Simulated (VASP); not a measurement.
# Se (Im-3m) in VASP: a series of runs, part 2 of 2

VASP 6.6.1. Earlier steps stand in the parts before.

### Step 5. Relaxation of cell and atoms, PBEsol, non-collinear spin, zero start, spin-orbit coupling, target pressure 187.5 GPa, at which the enthalpy is minimised

Contents of INCAR:

```
  ALGO = Fast
  EDIFF = 1E-7
  EDIFFG = -0.002
  ENCUT = 520
  GGA = PS
  GGA_COMPAT = False
  IBRION = 2
  ISIF = 3
  ISMEAR = 0
  KPAR = 4
  LASPH = True
  LCHARG = False
  LNONCOLLINEAR = True
  LORBIT = 11
  LREAL = False
  LSORBIT = True
  LWAVE = False
  MAGMOM = 0 0 0
  NELM = 100
  NSW = 80
  PREC = Accurate
  PSTRESS = 1875.0
  SIGMA = 0.1
```

Contents of KPOINTS:

```
k-points
0
Gamma
  21 21 21
```

Contents of POSCAR:

```
Se                                      
1.0
    2.0294724027      1.1717371890      0.8284923308
   -2.0294724027      1.1717371890      0.8284923308
    0.0000000000     -2.3434743780      0.8284923308
  Se            
     1
Direct
     0.0000000000000000    0.0000000000000000    0.0000000000000000
```

Potentials or basis: VASP PAW PBE potentials, release 64 (Se).

On the command line:

```
$ cat potpaw_PBE.64/Se/POTCAR > POTCAR
$ mpirun -np 4 vasp_ncl > vasp.out
```

OUTCAR:

```text
EDIFF = 1E-7
   EDIFFG = -0.002
   ENCUT = 520
   GGA = PS
   IBRION = 2
   ISIF = 3
   ISMEAR = 0
   LASPH = True
   LNONCOLLINEAR = True
   LORBIT = 11
   LREAL = False
   LSORBIT = True
   NELM = 100
   NSW = 80
   PREC = Accurate
   PSTRESS = 1875.0

 ion  position               nearest neighbor table
   1  0.000  0.000  0.000-

  Warning from LATTYP: Got some problem with cell dimensions!
  Tried to take original basis but could not verify dimensions!
  LATTYP: Found a base centered monoclinic cell.
 ALAT       =     2.8700993588
 B/A-ratio  =     1.4142175228
 C/A-ratio  =     0.8659898776
 COS(beta)  =    -0.5773265851

  Lattice vectors:

 A1 = (  -2.0294724027,  -1.1717371890,  -0.8284923308)
 A2 = (   2.0294724027,  -1.1717371890,  -0.8284923308)
[... 853 lines left out ...]

  enthalpy is  TOTEN    =        12.0526598560 eV   P V=       12.5064723997

 reached required accuracy - stopping structural energy minimisation

 Spin-Orbit-Coupling matrix elements

 Ion:    1  E_soc:     -0.0403814
 l=   1
     0.0000000    -0.0066758    -0.0066752
    -0.0066758     0.0000000    -0.0066759
    -0.0066752    -0.0066759     0.0000000
 l=   2
     0.0000000    -0.0000095     0.0000000    -0.0000095    -0.0000476
    -0.0000095     0.0000000    -0.0000357    -0.0000070    -0.0000095
     0.0000000    -0.0000357     0.0000000    -0.0000357     0.0000000
    -0.0000095    -0.0000070    -0.0000357     0.0000000    -0.0000095
    -0.0000476    -0.0000095     0.0000000    -0.0000095     0.0000000
 l=   3
     0.0000000     0.0000000     0.0000000     0.0000000     0.0000000     0.0000000     0.0000000
     0.0000000     0.0000000     0.0000000     0.0000000     0.0000000     0.0000000     0.0000000
     0.0000000     0.0000000     0.0000000     0.0000000     0.0000000     0.0000000     0.0000000
     0.0000000     0.0000000     0.0000000     0.0000000     0.0000000     0.0000000     0.0000000
     0.0000000     0.0000000     0.0000000     0.0000000     0.0000000     0.0000000     0.0000000
     0.0000000     0.0000000     0.0000000     0.0000000     0.0000000     0.0000000     0.0000000
     0.0000000     0.0000000     0.0000000     0.0000000     0.0000000     0.0000000     0.0000000

 total charge

# of ion       s       p       d       tot
------------------------------------------
    1        1.569   2.380   0.322   4.271

 magnetization (x)

# of ion       s       p       d       tot
------------------------------------------
    1        0.000   0.000  -0.000   0.000

 magnetization (y)

# of ion       s       p       d       tot
------------------------------------------
    1        0.000   0.000   0.000   0.000

 magnetization (z)

# of ion       s       p       d       tot
------------------------------------------
    1        0.000   0.000   0.000   0.000
```

OSZICAR:

```text
N       E                     dE             d eps       ncg     rms          rms(c)
DAV:   1     0.203184805560E+02    0.20318E+02   -0.29678E+03 68092   0.793E+02
DAV:   2    -0.857783440973E+00   -0.21176E+02   -0.19755E+02 94306   0.143E+02
DAV:   3    -0.156652176248E+01   -0.70874E+00   -0.70265E+00 85644   0.226E+01
[... 93 lines left out ...]
  14 F= 0.12052660E+02 E0= 0.12053492E+02  d E =-.262057E-04  mag=     0.0000    -0.0000     0.0000
       N       E                     dE             d eps       ncg     rms          rms(c)
DAV:   1    -0.453812998546E+00   -0.22379E-02   -0.76453E-06 71416   0.230E-02    0.492E-03
RMM:   2    -0.453812732535E+00    0.26601E-06   -0.14875E-07 65020   0.410E-03    0.303E-03
RMM:   3    -0.453812544352E+00    0.18818E-06   -0.12164E-07 55776   0.294E-03    0.528E-04
RMM:   4    -0.453812543754E+00    0.59782E-09   -0.21799E-09 34384   0.557E-04
  15 F= 0.12052660E+02 E0= 0.12053493E+02  d E =-.268035E-04  mag=     0.0000     0.0000     0.0000
```

Wall time 11 min (4 MPI ranks of Intel Xeon Platinum 8488C (Sapphire Rapids), shared host); peak memory 0.64 GiB.

Results:

```yaml
Free_energy: -0.4538 eV
Relaxed_volume: 10.69 Å³/atom
Relaxed_cell: a = 2.403 Å, b = 2.403 Å, c = 2.403 Å, α = 109.47°, β = 109.47°, γ = 109.47°
Space_group_after_relaxing_to_0.05_Å: Im-3m (No. 229)
Energy_change_on_relaxing_the_enthalpy_is_what_falls: +1091.9 meV/atom
Ionic_steps: 15
Pressure_after_relaxing: 187.5 GPa
Net_moment: 0.00 μB per cell
Valence_electrons_inside_the_program's_atomic_spheres: Se 4.27
```

The path:
| step | energy change (eV) | largest force (eV/Å) | pressure (GPa) | volume (Å³) |
| --- | --- | --- | --- | --- |
| 1 | 0.0000 | 0.0000 | 125.00 | 11.82 |
| 2 | 20.8214 | 0.0000 | 1627.41 | 5.56 |
| 3 | 0.7812 | 0.0000 | 169.83 | 10.97 |
| 4 | 0.9523 | 0.0000 | 179.51 | 10.81 |
| 5 | 1.0940 | 0.0000 | 187.62 | 10.68 |
| 6 | 1.0684 | 0.0000 | 186.15 | 10.71 |
| 7 | 1.0710 | 0.0000 | 186.30 | 10.70 |
| 8 | 1.0789 | 0.0000 | 186.76 | 10.70 |
| 9 | 1.0791 | 0.0000 | 186.76 | 10.70 |
| 10 | 1.0795 | 0.0000 | 186.79 | 10.70 |
| 11 | 1.0805 | 0.0000 | 186.84 | 10.70 |
| 12 | 1.0824 | 0.0000 | 186.93 | 10.69 |
| 13 | 1.0863 | 0.0000 | 187.18 | 10.69 |
| 14 | 1.0941 | 0.0000 | 187.63 | 10.68 |
| 15 | 1.0919 | 0.0000 | 187.50 | 10.69 |

Final structure:
```yaml
crystal:
  lattice:
    - [1.96231, 1.13292, 0.80118]
    - [-1.96231, 1.13292, 0.80118]
    - [0.00000, -2.26582, 0.80116]
  atoms:
    - { symbol: Se, position: [0.00000, 0.00000, 0.00000] }
```

Moments on the atoms (μB; x, y, z):
```
Se  0.00 0.00 0.00
```

Caveat: the cell is relaxed towards a set pressure, so the enthalpy falls and the energy may rise; the PAW data sets were made with another functional, which shifts forces and pressure a little.

### Step 6. Overview

| cell | target pressure | pressure (GPa) | moment (μB) |
| --- | --- | --- | --- |
| relaxed to 125 GPa | 125 GPa | 125.0 | 0.00 |
| relaxed to 75 GPa | 75 GPa | 75.0 | 0.00 |
| relaxed to 187.5 GPa | 187.5 GPa | 187.5 | 0.00 |

Alike in all rows: task relaxation of cell and atoms; level PBEsol; potentials or basis VASP PAW PBE potentials, release 64 (Se); spin non-collinear, zero start, SOC; k mesh 21 × 21 × 21; cutoff (eV) 520; smearing gaussian 0.1 eV.

Caveats: the cell is relaxed towards a set pressure, so the enthalpy falls and the energy may rise; the PAW data sets were made with another functional, which shifts forces and pressure a little; the relaxation stopped at its first step, so nothing moved (some runs).

Total energies depend on the potentials used, so only differences within one code and one set of settings carry meaning.
